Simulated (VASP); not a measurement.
Runs of VASP 6.6.1 on NaH. The structure is cubic, space group Fm-3m (No. 225). The conventional cell has a = 4.773 Å, b = 4.773 Å, c = 4.773 Å, α = 90.00°, β = 90.00°, γ = 90.00°. Na (site symmetry m-3m) has 6 H at 2.39 Å as nearest neighbours. Around H (site symmetry m-3m) lie 6 Na at 2.39 Å. The cell is a database's computed one.

```tsv
task	level	potentials or basis	cell	k mesh	cutoff (eV)	mesh quality	gap on the mesh (eV)	pressure (GPa)	relaxed volume (Å³/atom)
relaxation of cell and atoms	PBE	VASP PAW PBE potentials, release 64 (Na_pv, H)	relaxed	8 × 8 × 8	600	not flagged	3.76	0.0	14.09
relaxation of cell and atoms	PBEsol	VASP PAW PBE potentials, release 64 (Na_pv, H)	relaxed	4 × 4 × 4	600	coarse	3.61	0.0	13.71
single point	PBEsol	VASP PAW PBE potentials, release 64 (Na_pv, H)	as given	8 × 8 × 8	520	not flagged	3.62	0.3	-
relaxation of cell and atoms	PBE+D3(BJ)	VASP PAW PBE potentials, release 64 (Na_pv, H)	relaxed	8 × 8 × 8	600	not flagged	3.88	0.0	13.13
relaxation of cell and atoms	RPBE	VASP PAW PBE potentials, release 64 (Na_pv, H)	relaxed	8 × 8 × 8	600	not flagged	3.88	0.0	14.95
relaxation of cell and atoms	PBEsol	VASP PAW PBE potentials, release 64 (Na_pv, H)	relaxed	8 × 8 × 8	300	not flagged	(a)	0.0	13.38
relaxation of cell and atoms	PBEsol	VASP PAW PBE potentials, release 64 (Na_pv, H)	relaxed	8 × 8 × 8	600	not flagged	3.61	0.0	13.72
relaxation of cell and atoms	LDA	VASP PAW LDA potentials, release 64 (Na_pv, H)	relaxed	8 × 8 × 8	600	not flagged	3.55	0.0	12.90
relaxation of cell and atoms	PBEsol	VASP PAW PBE potentials, release 64 (Na, H)	relaxed	8 × 8 × 8	580	not flagged	(b)	0.0	13.58
```

Alike in all rows: no spin polarisation; smearing gaussian 0.02 eV.

Estimate the missing entries.

(a) 3.64; (b) 3.63.

Caveats: some runs use coarse meshes; the PAW data sets were made with another functional, which shifts forces and pressure a little (some runs); the cutoff is under 1.25 times the usual one of these potentials, so pressure, stress and relaxed cells hold a basis-set (Pulay) error (some runs).

A k mesh can miss the band edges.

The runs don't all hold the same shells in valence.
